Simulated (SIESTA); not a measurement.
# HfC (Fm-3m) in SIESTA: settings compared, part 2 of 2

SIESTA 5.4.2.

### Step 3. Single point, PW91, non-collinear spin, zero start, spin-orbit coupling, 11.81 Å³/atom

HfC.fdf

```
SystemName                      HfC
SystemLabel                     HfC
NumberOfSpecies                 2
NumberOfAtoms                   2
%block ChemicalSpeciesLabel
  1  72 Hf
  2   6 C
%endblock ChemicalSpeciesLabel

LatticeConstant                 1.0 Ang
%block LatticeVectors
     0.0000000000     2.2775377028     2.2775377028
     2.2775377028     0.0000000000     2.2775377028
     2.2775377028     2.2775377028     0.0000000000
%endblock LatticeVectors
AtomicCoordinatesFormat         Fractional
%block AtomicCoordinatesAndAtomicSpecies
     0.5000000000     0.5000000000     0.5000000000  1  Hf
     0.0000000000     0.0000000000     0.0000000000  2  C
%endblock AtomicCoordinatesAndAtomicSpecies

%block kgrid.MonkhorstPack
    8   0   0  0.0
    0   8   0  0.0
    0   0   8  0.0
%endblock kgrid.MonkhorstPack
XC.Functional                   GGA
XC.Authors                      PW91
PAO.BasisSize                   DZP
PAO.EnergyShift                 0.002 Ry
Mesh.Cutoff                     800 Ry
Spin                            spin-orbit
%block DM.InitSpin
    1   0.000     0.00     0.00
    2   0.000     0.00     0.00
%endblock DM.InitSpin
WriteOrbMom                     true
OccupationFunction              FD
ElectronicTemperature           0.05 eV
MaxSCFIterations                120
SCF.MustConverge                false
SCF.Mixer.Method                Pulay
SCF.Mixer.Weight                0.25
SCF.Mixer.History               8
SCF.DM.Tolerance                5.0e-05
SCF.H.Tolerance                 1.0e-03 eV
WriteForces                     true
Charge.Mulliken                 end
```

Potentials or basis: PseudoDojo 0.4 standard (PBE files, fully relativistic), DZP (energy shift 0.002 Ry).

Started as:

```console
> siesta < HfC.fdf > HfC.out 2>&1
```

HfC.out:

```text
Version         : 5.4.2

[... 6 lines left out ...]
 NOTE: Please see the manual for full details and compatibility measures.

reinit: Reading from standard input
reinit: Dumping input in INPUT_TMP.91332
************************** Dump of input data file ****************************
SystemName                      HfC
SystemLabel                     HfC
NumberOfSpecies                 2
NumberOfAtoms                   2
%block ChemicalSpeciesLabel
  1  72 Hf
  2   6 C
%endblock ChemicalSpeciesLabel
LatticeConstant                 1.0 Ang
%block LatticeVectors
     0.0000000000     2.2775377028     2.2775377028
     2.2775377028     0.0000000000     2.2775377028
     2.2775377028     2.2775377028     0.0000000000
%endblock LatticeVectors
AtomicCoordinatesFormat         Fractional
%block AtomicCoordinatesAndAtomicSpecies
[... 813 lines left out ...]
    1 11 5dyz       0.56172   0.00000     -0.000  -0.000   0.000
    1 12 5dz2       0.63257   0.00000      0.000   0.000  -0.000
    1 13 5dxz       0.56172   0.00000     -0.000  -0.000  -0.000
    1 14 5dx2-y2    0.63257   0.00000     -0.000  -0.000  -0.000
    1 15 5dxy      -0.09792   0.00000     -0.000  -0.000  -0.000
    1 16 5dyz      -0.09792   0.00000      0.000   0.000  -0.000
    1 17 5dz2      -0.13493   0.00000     -0.000  -0.000   0.000
    1 18 5dxz      -0.09792   0.00000      0.000   0.000   0.000
    1 19 5dx2-y2   -0.13493   0.00000     -0.000   0.000   0.000
    1     Total    11.02233   0.00000      0.000  -0.000  -0.000

Total              11.02233   0.00000      0.000  -0.000  -0.000

Species: C

Atom      Orb        Charge      Spin       Svec
    2  1 2s         1.95059   0.00000     -0.000   0.000  -0.000
    2  2 2s        -0.26444   0.00000      0.000  -0.000   0.000
    2  3 2py        1.00908   0.00000      0.000  -0.000   0.000
    2  4 2pz        1.00908   0.00000     -0.000   0.000   0.000
    2  5 2px        1.00908   0.00000      0.000   0.000   0.000
    2  6 2py        0.05888   0.00000     -0.000   0.000  -0.000
    2  7 2pz        0.05888   0.00000      0.000  -0.000  -0.000
    2  8 2px        0.05888   0.00000     -0.000  -0.000  -0.000
    2  9 3Pdxy      0.02035   0.00000      0.000   0.000   0.000
    2 10 3Pdyz      0.02035   0.00000      0.000  -0.000   0.000
    2 11 3Pdz2      0.01328   0.00000      0.000   0.000   0.000
    2 12 3Pdxz      0.02035   0.00000     -0.000   0.000   0.000
    2 13 3Pdx2-y2   0.01328   0.00000     -0.000  -0.000  -0.000
    2     Total     4.97767   0.00000     -0.000   0.000   0.000

Total              16.00000   0.00000     -0.000  -0.000   0.000

Mulliken Atomic Populations:
Atom #   charge [q] valence [e]           S      Sx [e]      Sy [e]      Sz [e]  Species
     1     0.977666   11.022334    0.000000    0.000000   -0.000000   -0.000000  Hf
     2    -0.977666    4.977666    0.000000   -0.000000    0.000000    0.000000  C
 Total     0.000000                0.000000   -0.000000   -0.000000    0.000000

Job completed
```

Run time: 4.8 min. Hardware: 1 thread of Arm Neoverse V1, shared host; peak memory 0.45 GiB.

Results:

| Property | Result |
| --- | --- |
| Free energy | -1704.4778 eV |
| Pressure | 16.6 GPa |
| Band gap on the k mesh | none (metal or under the smearing width) |
| Net moment | 0.00 μB per cell |

Caveat: semicore shells carry a single zeta, which can move pressures by several GPa and volumes by a few percent; the potentials were made for another functional, which shifts forces and pressure; the basis of atomic orbitals isn't converged, which shifts pressures, moduli and gaps.

### Step 4. Single point, PW91, non-collinear spin, zero start, spin-orbit coupling, 12.07 Å³/atom

HfC.fdf: that of step 3 with these lines changed.

```diff
@@ -11,5 +11,5 @@
 %block LatticeVectors
-     0.0000000000     2.2775377028     2.2775377028
-     2.2775377028     0.0000000000     2.2775377028
-     2.2775377028     2.2775377028     0.0000000000
+     0.0000000000     2.2935772291     2.2935772291
+     2.2935772291     0.0000000000     2.2935772291
+     2.2935772291     2.2935772291     0.0000000000
 %endblock LatticeVectors
```

Started as:

```console
> siesta < HfC.fdf > HfC.out 2>&1
```

Run time: 5.3 min. Hardware: 1 thread of Arm Neoverse V1, shared host; peak memory 0.47 GiB.

It converged, with:

* Free energy: -1704.5201 eV
* Pressure: 10.5 GPa
* Band gap on the k mesh: none (metal or under the smearing width)
* Net moment: 0.00 μB per cell

Caveat: semicore shells carry a single zeta, which can move pressures by several GPa and volumes by a few percent; the potentials were made for another functional, which shifts forces and pressure; the basis of atomic orbitals isn't converged, which shifts pressures, moduli and gaps.

### Step 5. Single point, PW91, non-collinear spin, zero start, spin-orbit coupling, 12.32 Å³/atom

HfC.fdf: that of step 4 with these lines changed.

```diff
@@ -11,5 +11,5 @@
 %block LatticeVectors
-     0.0000000000     2.2935772291     2.2935772291
-     2.2935772291     0.0000000000     2.2935772291
-     2.2935772291     2.2935772291     0.0000000000
+     0.0000000000     2.3093955030     2.3093955030
+     2.3093955030     0.0000000000     2.3093955030
+     2.3093955030     2.3093955030     0.0000000000
 %endblock LatticeVectors
```

Started as:

```console
> siesta < HfC.fdf > HfC.out 2>&1
```

It took 5.4 min on 1 thread of Arm Neoverse V1, shared host; peak memory 0.46 GiB.

The run converged. Its results:

* Free energy: -1704.5443 eV
* Pressure: 5.1 GPa
* Band gap on the k mesh: none (metal or under the smearing width)
* Net moment: 0.00 μB per cell

Caveat: semicore shells carry a single zeta, which can move pressures by several GPa and volumes by a few percent; the potentials were made for another functional, which shifts forces and pressure; the basis of atomic orbitals isn't converged, which shifts pressures, moduli and gaps.

### Step 6. Single point, PW91, non-collinear spin, zero start, spin-orbit coupling, 12.57 Å³/atom

HfC.fdf: that of step 5 with these lines changed.

```diff
@@ -11,5 +11,5 @@
 %block LatticeVectors
-     0.0000000000     2.3093955030     2.3093955030
-     2.3093955030     0.0000000000     2.3093955030
-     2.3093955030     2.3093955030     0.0000000000
+     0.0000000000     2.3250000000     2.3250000000
+     2.3250000000     0.0000000000     2.3250000000
+     2.3250000000     2.3250000000     0.0000000000
 %endblock LatticeVectors
```

Potentials or basis: PseudoDojo 0.4 standard (PBE files, fully relativistic), DZP (energy shift 0.002 Ry).

Started as:

```console
> siesta HfC.fdf > HfC.out 2>&1
```

Wall time 5.1 min (1 thread of Arm Neoverse V1, shared host); peak memory 0.46 GiB.

Results (log left out):

| Quantity | Value |
| --- | --- |
| Free energy | -1704.5521 eV |
| Pressure | 0.0 GPa |
| Band gap on the k mesh | none (metal or under the smearing width) |
| Net moment | 0.00 μB per cell |

Caveat: semicore shells carry a single zeta, which can move pressures by several GPa and volumes by a few percent; the potentials were made for another functional, which shifts forces and pressure; the basis of atomic orbitals isn't converged, which shifts pressures, moduli and gaps.

### Step 7. Single point, PW91, non-collinear spin, zero start, spin-orbit coupling, 12.82 Å³/atom

HfC.fdf: that of step 6 with these lines changed.

```diff
@@ -11,5 +11,5 @@
 %block LatticeVectors
-     0.0000000000     2.3250000000     2.3250000000
-     2.3250000000     0.0000000000     2.3250000000
-     2.3250000000     2.3250000000     0.0000000000
+     0.0000000000     2.3403977997     2.3403977997
+     2.3403977997     0.0000000000     2.3403977997
+     2.3403977997     2.3403977997     0.0000000000
 %endblock LatticeVectors
```

Started as:

```console
> siesta HfC.fdf > HfC.out 2>&1
```

It took 5.1 min on 1 thread of Arm Neoverse V1, shared host; peak memory 0.46 GiB.

The run converged. Its results:

```
Free energy            : -1704.5448 eV
Pressure               : -4.5 GPa
Band gap on the k mesh : none (metal or under the smearing width)
Net moment             : 0.00 μB per cell
```

Caveat: semicore shells carry a single zeta, which can move pressures by several GPa and volumes by a few percent; the potentials were made for another functional, which shifts forces and pressure; the basis of atomic orbitals isn't converged, which shifts pressures, moduli and gaps.

### Step 8. Single point, PW91, non-collinear spin, zero start, spin-orbit coupling, 13.07 Å³/atom

HfC.fdf: that of step 7 with these lines changed.

```diff
@@ -11,5 +11,5 @@
 %block LatticeVectors
-     0.0000000000     2.3403977997     2.3403977997
-     2.3403977997     0.0000000000     2.3403977997
-     2.3403977997     2.3403977997     0.0000000000
+     0.0000000000     2.3555956139     2.3555956139
+     2.3555956139     0.0000000000     2.3555956139
+     2.3555956139     2.3555956139     0.0000000000
 %endblock LatticeVectors
```

Started as:

```console
> siesta HfC.fdf > HfC.out 2>&1
```

Run time: 3.8 min. Hardware: 1 thread of Arm Neoverse V1, shared host; peak memory 0.41 GiB.

It converged, with:

```yaml
Free_energy: -1704.5241 eV
Pressure: -8.6 GPa
Band_gap_on_the_k_mesh: none (metal or under the smearing width)
Net_moment: 0.00 μB per cell
```

Caveat: semicore shells carry a single zeta, which can move pressures by several GPa and volumes by a few percent; the potentials were made for another functional, which shifts forces and pressure; the basis of atomic orbitals isn't converged, which shifts pressures, moduli and gaps.

### Step 9. Single point, PW91, non-collinear spin, zero start, spin-orbit coupling, 13.32 Å³/atom

HfC.fdf: that of step 8 with these lines changed.

```diff
@@ -11,5 +11,5 @@
 %block LatticeVectors
-     0.0000000000     2.3555956139     2.3555956139
-     2.3555956139     0.0000000000     2.3555956139
-     2.3555956139     2.3555956139     0.0000000000
+     0.0000000000     2.3705998121     2.3705998121
+     2.3705998121     0.0000000000     2.3705998121
+     2.3705998121     2.3705998121     0.0000000000
 %endblock LatticeVectors
```

Potentials or basis: PseudoDojo 0.4 standard (PBE files, fully relativistic), DZP (energy shift 0.002 Ry).

Started as:

```console
> siesta < HfC.fdf > HfC.out 2>&1
```

It took 4.5 min on 1 thread of Arm Neoverse V1, shared host; peak memory 0.43 GiB.

The run converged. Its results:

```yaml
Free_energy: -1704.4910 eV
Pressure: -12.5 GPa
Band_gap_on_the_k_mesh: none (metal or under the smearing width)
Net_moment: 0.00 μB per cell
```

Caveat: semicore shells carry a single zeta, which can move pressures by several GPa and volumes by a few percent; the potentials were made for another functional, which shifts forces and pressure; the basis of atomic orbitals isn't converged, which shifts pressures, moduli and gaps.

### Step 10. Equation of state, PW91, non-collinear spin, zero start, spin-orbit coupling

Potentials or basis: PseudoDojo 0.4 standard (PBE files, fully relativistic), DZP (energy shift 0.002 Ry).

No new run: the results of the series are fitted here.

What came out:

```
Equilibrium volume                      : 12.57 Å³/atom
Bulk modulus                            : 238 GPa
Pressure derivative of the bulk modulus : 3.8
```

Energy against volume, from the lowest point:
```tsv
volume (Å³/atom)	energy (meV/atom)
11.814	37.14
12.065	16.00
12.317	3.86
12.568	0.00
12.819	3.61
13.071	13.97
13.322	30.56
```

Caveat: semicore shells carry a single zeta, which can move pressures by several GPa and volumes by a few percent; the potentials were made for another functional, which shifts forces and pressure; the basis of atomic orbitals isn't converged, which shifts pressures, moduli and gaps.
